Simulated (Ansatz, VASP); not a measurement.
## One calculation of Nb, two programs

File INCAR:

```
SYSTEM = Nb
  ALGO = Fast
  EDIFF = 1E-6
  ENCUT = 520
  GGA = PS
  ISIF = 2
  ISMEAR = 0
  LASPH = .True.
  LCHARG = .True.
  LELF = .True.
  LREAL = .False.
  LVHAR = .True.
  LWAVE = .False.
  NBANDS = 12
  NELM = 80
  PREC = Accurate
  SIGMA = 0.15
```

The input KPOINTS:

```
k-points
0
Gamma
  22 22 22
  0 0 0
```

POSCAR

```
Nb
1.0
   -1.6371074029      1.6371074029      1.7189627730
    1.6371074029     -1.6371074029      1.7189627730
    1.6371074029      1.6371074029     -1.7189627730
Nb
1
Direct
    0.0000000000      0.0000000000      0.0000000000
```

Input for Ansatz:

```yaml
crystal:
  lattice:
    - [-1.6371074029, 1.6371074029, 1.718962773]
    - [1.6371074029, -1.6371074029, 1.718962773]
    - [1.6371074029, 1.6371074029, -1.718962773]
  atoms:
    - { symbol: Nb, position: [0.0, 0.0, 0.0] }
basis:
  ecutwfc: 420
kpoints:
  mp_grid: { grid: [22, 22, 22] }
hamiltonian:
  xc: pbesol
scf:
  occupations: { method: gaussian, width: 0.15 }
output:
  forces: true
  stress: true
  eigenvalues: true
```

Alike in both runs: task single point; functional PBEsol; k mesh 22 × 22 × 22; occupations gaussian, width 0.15 eV; no spin polarisation.

```csv
,VASP,Ansatz
version,VASP 6.6.1,Ansatz 0.2.0
potentials or method,"VASP PAW PBE potentials, release 64 (Nb_sv)","scalar-relativistic, plane waves, PAW"
plane-wave cutoff (eV),520,420
valence electrons in the cell,13,13
```

|  | VASP | Ansatz | Ansatz less VASP |
| --- | --- | --- | --- |
| gap on the k mesh at the Fermi level (eV) | none | none | - |
| pressure (GPa) | -8.5 | -8.2 | +0.28 |
| largest component of the traceless stress (GPa) | 3.65 | 3.65 | +0.008 |

A gap of «none» marks a metal or a gap that the smearing closes.

Caveats: the PAW data sets were made with another functional, which shifts forces and pressure a little (VASP).
